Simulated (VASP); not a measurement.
# SrO (Fm-3m) in VASP: Born charges and dielectric tensor with LDA

Aim: the Born charges and dielectric tensor of SrO with LDA.

All numbers are computed with VASP 6.6.1; they aren't measurements. Logs are shortened: lines on timing, memory, paths and dates and some standing lists are left out, and cuts for length are marked.

## (1) The structure

The structure is cubic, space group Fm-3m (No. 225). The conventional cell has a = 5.161 Å, b = 5.161 Å, c = 5.161 Å, α = 90.00°, β = 90.00°, γ = 90.00°. Around Sr (site symmetry m-3m) lie 6 O at 2.58 Å. O (site symmetry m-3m) is surrounded by 6 Sr at 2.58 Å.

## (2) Born charges and dielectric tensor, LDA

Input file INCAR:

```
PREC = Accurate
ENCUT = 600
EDIFF = 1E-8
ISMEAR = 0
SIGMA = 0.02
LREAL = F
LASPH = T
NELM = 100
ALGO = Fast
ISIF = 2
LWAVE = F
LCHARG = F
LEPSILON = T
IBRION = 8
NSW = 1
```

Input file KPOINTS:

```
regular mesh
0
Gamma
  8 8 8
```

Input file POSCAR:

```
SrO
1.0
    0.0000000000      2.5806600000      2.5806600000
    2.5806600000      0.0000000000      2.5806600000
    2.5806600000      2.5806600000      0.0000000000
Sr O
1 1
Direct
    0.0000000000      0.0000000000      0.0000000000
    0.5000000000      0.5000000000      0.5000000000
```

Potentials or basis: VASP PAW LDA potentials, release 64 (Sr_sv, O).

Launch:

```console
$ cat potpaw_LDA.64/Sr_sv/POTCAR potpaw_LDA.64/O/POTCAR > POTCAR
$ mpirun -np 1 vasp_std > vasp.out
```

OUTCAR:

```text
PREC = Accurate
   ENCUT = 600
   EDIFF = 1E-8
   ISMEAR = 0
   LREAL = F
   LASPH = T
   NELM = 100
   ISIF = 2
   LEPSILON = T
   IBRION = 8
   NSW = 1

 ion  position               nearest neighbor table
   1  0.000  0.000  0.000-   2 2.58   2 2.58   2 2.58   2 2.58   2 2.58   2 2.58
   2  0.500  0.500  0.500-   1 2.58   1 2.58   1 2.58   1 2.58   1 2.58   1 2.58

  LATTYP: Found a face centered cubic cell.
 ALAT       =     5.1613200000

  Lattice vectors:

 A1 = (   0.0000000000,   2.5806600000,   2.5806600000)
 A2 = (   2.5806600000,   0.0000000000,   2.5806600000)
 A3 = (   2.5806600000,   2.5806600000,   0.0000000000)

Analysis of symmetry for initial positions (statically):
=====================================================================
 Subroutine PRICEL returns:
 Original cell was already a primitive cell.

 Routine SETGRP: Setting up the symmetry group for a
 face centered cubic supercell.

 Subroutine GETGRP returns: Found 48 space group operations
 (whereof 48 operations were pure point group operations)
 out of a pool of 48 trial point group operations.

The static configuration has the point symmetry O_h .

Analysis of symmetry for dynamics (positions and initial velocities):
=====================================================================
 Subroutine PRICEL returns:
 Original cell was already a primitive cell.

 Routine SETGRP: Setting up the symmetry group for a
 face centered cubic supercell.

 Subroutine GETGRP returns: Found 48 space group operations
 (whereof 48 operations were pure point group operations)
 out of a pool of 48 trial point group operations.

The dynamic configuration has the point symmetry O_h .

 Subroutine INISYM returns: Found 48 space group operations
 (whereof 48 operations are pure point group operations),
 and found     1 'primitive' translations

----------------------------------------------------------------------------------------

                                     Primitive cell

  volume of cell :      34.3734

  direct lattice vectors                    reciprocal lattice vectors
     0.000000000  2.580660000  2.580660000    -0.193748886  0.193748886  0.193748886
     2.580660000  0.000000000  2.580660000     0.193748886 -0.193748886  0.193748886
     2.580660000  2.580660000  0.000000000     0.193748886  0.193748886 -0.193748886

  length of vectors
     3.649604372  3.649604372  3.649604372     0.335582914  0.335582914  0.335582914

  position of ions in fractional coordinates (direct lattice)
     0.000000000  0.000000000  0.000000000
     0.500000000  0.500000000  0.500000000

  ion indices of the primitive-cell ions
   primitive index   ion index
                 1           1
                 2           2

----------------------------------------------------------------------------------------

 KPOINTS: regular mesh

Automatic generation of k-mesh.
 Grid dimensions read from file:
 generate k-points for:    8    8    8

 Generating k-lattice:

  Cartesian coordinates                     Fractional coordinates (reciprocal lattice)
    -0.024218611  0.024218611  0.024218611     0.125000000  0.000000000  0.000000000
     0.024218611 -0.024218611  0.024218611     0.000000000  0.125000000  0.000000000
     0.024218611  0.024218611 -0.024218611     0.000000000  0.000000000  0.125000000

  Length of vectors
     0.041947864  0.041947864  0.041947864

  Shift w.r.t. Gamma in fractional coordinates (k-lattice)
     0.000000000  0.000000000  0.000000000

 Subroutine IBZKPT returns following result:
 ===========================================

 Found     29 irreducible k-points:

 Following reciprocal coordinates:
[... 467 lines left out ...]
  energy-cutoff  :      600.00
  volume of cell :       34.37
      direct lattice vectors                 reciprocal lattice vectors
     0.000000000  2.580660000  2.580660000    -0.193748886  0.193748886  0.193748886
     2.580660000  0.000000000  2.580660000     0.193748886 -0.193748886  0.193748886
     2.580660000  2.580660000  0.000000000     0.193748886  0.193748886 -0.193748886

 POSITION                                       TOTAL-FORCE (eV/Angst)
 -----------------------------------------------------------------------------------
      0.00000      0.00000      0.00000         0.000000     -0.000000     -0.000000
      2.58066      2.58066      2.58066        -0.000000      0.000000      0.000000
 -----------------------------------------------------------------------------------
    total drift:                                0.000000      0.000000      0.000000

  FREE ENERGIE OF THE ION-ELECTRON SYSTEM (eV)
  ---------------------------------------------------
  free  energy   TOTEN  =       -13.3660536260 eV

  energy  without entropy=      -13.3660536260  energy(sigma->0) =      -13.36605363

 HEAD OF MICROSCOPIC STATIC DIELECTRIC TENSOR (INDEPENDENT PARTICLE, excluding Hartree and local field effects)
 ------------------------------------------------------
           4.093726     0.000000    -0.000000
          -0.000000     4.093726     0.000000
           0.000000     0.000000     4.093726
 ------------------------------------------------------

 Free energy of the ion-electron system (eV)
  ---------------------------------------------------
  ---------------------------------------------------
  free energy    TOTEN  =        -0.29153529 eV

  energy without entropy =       -0.29153529

------------------------ aborting loop because EDIFF is reached ----------------------------------------

--------------------------------------- Ionic step        2  -------------------------------------------

------------------------ aborting loop because EDIFF is reached ----------------------------------------

--------------------------------------- Ionic step        3  -------------------------------------------

------------------------ aborting loop because EDIFF is reached ----------------------------------------

 PIEZOELECTRIC TENSOR FIELD DIRECTION 3  (e Angst)
 -----------------------------------------------------------------------------
     0.00002  0.00000 -0.00000           ( -0.00001  0.00000 -0.00000)
     0.00000  0.00002  0.00000           (  0.00000 -0.00001  0.00000)
    -0.00000  0.00000 -0.00080           ( -0.00000  0.00000 -0.00001)

 PIEZOELECTRIC TENSOR FIELD DIRECTION 3  (C/m^2)
 -----------------------------------------------------------------------------
     0.00001  0.00000 -0.00000
     0.00000  0.00001  0.00000
    -0.00000  0.00000 -0.00037

--------------------------------------- Ionic step        4  -------------------------------------------

------------------------ aborting loop because EDIFF is reached ----------------------------------------

[... ionic steps 5 to 6 ...]

--------------------------------------- Ionic step        7  -------------------------------------------

 Free energy of the ion-electron system (eV)
  ---------------------------------------------------
  ---------------------------------------------------
  free energy    TOTEN  =        -0.35899005 eV

  energy without entropy =       -0.35899005

------------------------ aborting loop because EDIFF is reached ----------------------------------------

 INTERNAL STRAIN TENSOR  FOR ION    2  DIRECTION 1   (eV/Angst):
 -----------------------------------------------------------------------------
     0.00158 -0.00000 -0.00000
     0.00000 -0.00373  0.00000
     0.00000  0.00000 -0.00373

 MACROSCOPIC STATIC DIELECTRIC TENSOR (including local field effects in DFT)
 ------------------------------------------------------
           3.872608    -0.000000     0.000000
           0.000000     3.872608     0.000000
          -0.000000    -0.000000     3.872608
 ------------------------------------------------------

 PIEZOELECTRIC TENSOR (including local field effects)  for field in x, y, z        (e  Angst)
          XX          YY          ZZ          XY          YZ          ZX
  --------------------------------------------------------------------------------
  x     0.00000     0.00000     0.00000     0.00000     0.00000     0.00000
  y     0.00000     0.00000     0.00000     0.00000     0.00000     0.00000
  z     0.00000     0.00000     0.00000     0.00000     0.00000     0.00000

 PIEZOELECTRIC TENSOR (including local field effects)  for field in x, y, z        (C/m^2)
          XX          YY          ZZ          XY          YZ          ZX
  --------------------------------------------------------------------------------
  x     0.00000     0.00000     0.00000     0.00000     0.00000     0.00000
  y     0.00000     0.00000     0.00000     0.00000     0.00000     0.00000
  z     0.00000     0.00000     0.00000     0.00000     0.00000     0.00000

 BORN EFFECTIVE CHARGES (including local field effects) (in |e|, cummulative output)
 ---------------------------------------------------------------------------------
 ion    1
    1     2.44615     0.00000    -0.00000
    2    -0.00000     2.44615    -0.00000
    3    -0.00000     0.00000     2.44615
 ion    2
    1    -2.44615    -0.00000     0.00000
    2     0.00000    -2.44615     0.00000
    3     0.00000    -0.00000    -2.44615

 INTERNAL STRAIN TENSOR FOR ION    2 for displacements in x,y,z  (eV/Angst):
          X           Y           Z          XY          YZ          ZX
  --------------------------------------------------------------------------------
  x     0.00000     0.00000     0.00000     0.00000     0.00000     0.00000
  y     0.00000     0.00000     0.00000     0.00000     0.00000     0.00000
  z     0.00000     0.00000     0.00000     0.00000     0.00000     0.00000

 SECOND DERIVATIVES (NOT SYMMETRIZED)
 ------------------------------------
               1X          1Y          1Z          2X          2Y          2Z
  1X    -1.764628    0.000000    0.000000    1.764628    0.000000    0.000000
  1Y     0.000000   -1.764628    0.000000    0.000000    1.764628    0.000000
  1Z     0.000000    0.000000   -1.764628    0.000000    0.000000    1.764628
  2X     1.745820    0.000000    0.000000   -1.745820    0.000000    0.000000
  2Y     0.000000    1.745820    0.000000    0.000000   -1.745820    0.000000
  2Z     0.000000    0.000000    1.745820    0.000000    0.000000   -1.745820

 Eigenvectors and eigenvalues of the dynamical matrix
 ----------------------------------------------------

   1 f  =    5.620467 THz    35.314433 2PiTHz  187.478586 cm-1    23.244372 meV
             X         Y         Z           dx          dy          dz
      0.000000  0.000000  0.000000     0.000000    0.394737    0.000000
      2.580660  2.580660  2.580660     0.000000   -0.918794    0.000000
[... 21 lines left out ...]
   6 f/i=    0.010922 THz     0.068622 2PiTHz    0.364302 cm-1     0.045168 meV
             X         Y         Z           dx          dy          dz
      0.000000  0.000000  0.000000     0.671904   -0.547428   -0.305043
      2.580660  2.580660  2.580660     0.288667   -0.235189   -0.131054

--------------------------------------------------------------------------------------------------------

 MACROSCOPIC STATIC DIELECTRIC TENSOR IONIC CONTRIBUTION
 ------------------------------------------------------
          17.946113    -0.000000    -0.000000
          -0.000000    17.946113    -0.000000
          -0.000000    -0.000000    17.946113
 ------------------------------------------------------

 ELASTIC MODULI CONTR FROM IONIC RELAXATION (kBar)
 Direction    XX          YY          ZZ          XY          YZ          ZX
 --------------------------------------------------------------------------------
 XX           0.0000      0.0000      0.0000      0.0000      0.0000      0.0000
 YY           0.0000      0.0000      0.0000      0.0000      0.0000      0.0000
 ZZ           0.0000      0.0000      0.0000      0.0000      0.0000      0.0000
 XY           0.0000      0.0000      0.0000      0.0000      0.0000      0.0000
 YZ           0.0000      0.0000      0.0000      0.0000      0.0000      0.0000
 ZX           0.0000      0.0000      0.0000      0.0000      0.0000      0.0000
 --------------------------------------------------------------------------------

 PIEZOELECTRIC TENSOR IONIC CONTR  for field in x, y, z        (C/m^2)
          XX          YY          ZZ          XY          YZ          ZX
  --------------------------------------------------------------------------------
  x     0.00000     0.00000     0.00000     0.00000     0.00000     0.00000
  y     0.00000     0.00000     0.00000     0.00000     0.00000     0.00000
  z     0.00000     0.00000     0.00000     0.00000     0.00000     0.00000
```

Wall time 7 min (1 thread of Intel Xeon Platinum 8488C (Sapphire Rapids), shared host); peak memory 0.26 GiB.

Results:

```
Band gap on the k mesh                                  : 3.11 eV, indirect (least direct gap 3.20 eV)
Electronic dielectric tensor (diagonal)                 : 3.87
Born charges (mean of the diagonal)                     : Sr +2.45; O -2.45 e
Highest phonon frequency at Γ, LO-TO splitting left out : 187 cm⁻¹
```

Levels at points of the mesh, in eV from the valence-band top:
```tsv
k point	band 4	band 5	band 6	band 7	band 8	band 9	band 10	band 11	band 12
(0.00, 0.00, 0.00)	-13.86	-13.86	0.00	0.00	0.00	3.72	6.08	6.08	6.08
(0.50, 0.00, 0.00)	-13.94	-12.57	-2.22	-1.14	-1.14	6.40	8.18	8.74	8.74
(0.50, 0.50, 0.00)	-14.23	-14.23	-0.45	-0.09	-0.09	3.11	7.67	10.08	10.11
```

Phonon frequencies in cm⁻¹ (negative: imaginary):
```tsv
q point	frequencies
(0.000, 0.000, 0.000)	0 0 0 187 187 187
```

Electronic dielectric tensor:
```
3.87 0.00 0.00
0.00 3.87 0.00
0.00 0.00 3.87
```

Born effective charge tensors (e):
atom 1, Sr
```
2.45 0.00 0.00
0.00 2.45 0.00
0.00 0.00 2.45
```
atom 2, O
```
-2.45  0.00  0.00
 0.00 -2.45  0.00
 0.00  0.00 -2.45
```

A k mesh can miss the band edges. As with any semilocal functional, this LDA gap is likely too small.
